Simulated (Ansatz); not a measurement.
rocksalt-structured EuO

Computed with Ansatz (plane waves, PAW, 420 eV cutoff): PBE with spin–orbit coupling, two-component spinors, Γ-centred 12×12×12 mesh, 0.05 eV Gaussian smearing; PAW files: Ansatz's generated set soft_2.

```xyz
2
Lattice="0.0000 2.5271 2.5271 2.5271 0.0000 2.5271 2.5271 2.5271 0.0000" Properties=species:S:1:pos:R:3 pbc="T T T"
Eu    2.5271    2.5271    2.5271
O     0.0000    0.0000    0.0000
```

The start was a prototype's sites filled with these elements; the Crystallography Open Database holds the compound in this structure.

Starting moments: Eu 7.0 μB on each such atom, all parallel. Spin axis [111] (Cartesian).

The run ends ferromagnetic, with site spin moments Eu 6.34; O 0.07 μB.

Problem. Which orbitals carry the states at the Fermi level, and how many states are there?

Solution. Within 0.1 eV of it: Eu 4f 82 %, Eu 5d 13 % (shares among the projected shells). The Fermi level sits on a steep edge: the density of states is 2.2, 0.9 and 0.5 states/eV per cell at −0.1, 0 and +0.1 eV.

Density of states (tetrahedra, averaged over 0.3 eV; states/eV per cell of 2 atoms; energy in eV from the Fermi level; projections on Löwdin-orthogonalised atomic orbitals, summed over sites):

```csv
E,total,O 2p,Eu 4f j=7/2,Eu 4f j=5/2,Eu 5d,Eu 6s
-5.80,1.0,0.7,0.0,0.0,0.2,0.1
-5.50,1.9,1.3,0.0,0.0,0.4,0.1
-5.20,2.4,1.8,0.0,0.0,0.4,0.1
-4.90,4.0,3.1,0.0,0.0,0.7,0.0
-4.60,3.9,3.1,0.1,0.0,0.5,0.0
-4.30,4.4,3.7,0.1,0.1,0.4,0.0
-4.00,2.0,1.7,0.0,0.0,0.1,0.0
-3.70,0.0,0.0,0.0,0.0,0.0,0.0
-3.40,0.0,0.0,0.0,0.0,0.0,0.0
-3.10,0.0,0.0,0.0,0.0,0.0,0.0
-2.80,0.0,0.0,0.0,0.0,0.0,0.0
-2.50,0.0,0.0,0.0,0.0,0.0,0.0
-2.20,0.0,0.0,0.0,0.0,0.0,0.0
-1.90,0.0,0.0,0.0,0.0,0.0,0.0
-1.60,0.0,0.0,0.0,0.0,0.0,0.0
-1.30,0.2,0.0,0.0,0.0,0.1,0.0
-1.00,2.1,0.0,0.5,1.3,0.3,0.0
-0.70,7.4,0.0,2.2,4.9,0.2,0.0
-0.40,9.3,0.1,5.4,3.7,0.1,0.0
-0.10,4.5,0.1,3.5,0.7,0.2,0.0
0.20,0.5,0.0,0.2,0.1,0.2,0.0
0.50,0.5,0.0,0.1,0.0,0.3,0.0
0.80,0.6,0.1,0.1,0.0,0.4,0.0
1.10,0.7,0.1,0.1,0.0,0.5,0.0
1.40,1.0,0.1,0.1,0.0,0.7,0.0
1.70,1.3,0.2,0.1,0.1,0.9,0.1
2.00,1.3,0.2,0.1,0.1,0.9,0.1
2.30,1.0,0.1,0.1,0.0,0.6,0.1
2.60,1.1,0.1,0.1,0.1,0.6,0.1
2.90,1.6,0.2,0.1,0.1,1.0,0.1
3.20,2.0,0.2,0.2,0.2,1.1,0.1
3.50,2.7,0.2,0.5,0.6,1.0,0.2
3.80,5.1,0.1,1.7,2.3,0.8,0.1
4.10,6.0,0.1,2.9,2.3,0.6,0.0
```

Formal charges Eu²⁺, O²⁻ leave Eu²⁺ with an open 4f⁷ shell. Exchange should fill one spin channel of a half-filled shell and leave an insulator, so a metal points to the functional or the structure. The run still finds no gap: within 0.1 eV of the Fermi level the projected states are 82 % Eu 4f, 13 % Eu 5d.

Of the 6.78 f electrons on Eu, 3.24 have j = 5/2 and 3.54 have j = 7/2, a share of 48 % in j = 5/2. Without spin–orbit coupling the share would be 6/14 = 43 %, in the jj limit 89 %, so the shell stands 11 % of the way to jj coupling; exchange, which aligns spins across both levels, holds it back.

Hund's first rule gives Eu²⁺ with 7 f electrons 7 unpaired spins, a spin moment of 7 μB; the run has 6.34 μB on Eu (Gaussian weights of 0.5 Å) and 6.78 f electrons on orthogonalised orbitals. The moment is close to the ion's, so in this run the shell is localised and nearly fully polarised.

Semilocal functionals without a Hubbard U often give a metal, as here, for f-electron compounds that are insulators. Site moments are of spin, integrated over Gaussian weights of 0.5 Å, which gives about a tenth less on f atoms than spheres do. No antiparallel order was tried.

On the Eu 4f shell the spin moment is 6.64 μB and the orbital moment 0.29 μB, opposed to it, 6.35 μB net (projected on atomic orbitals, along the moments' axis).
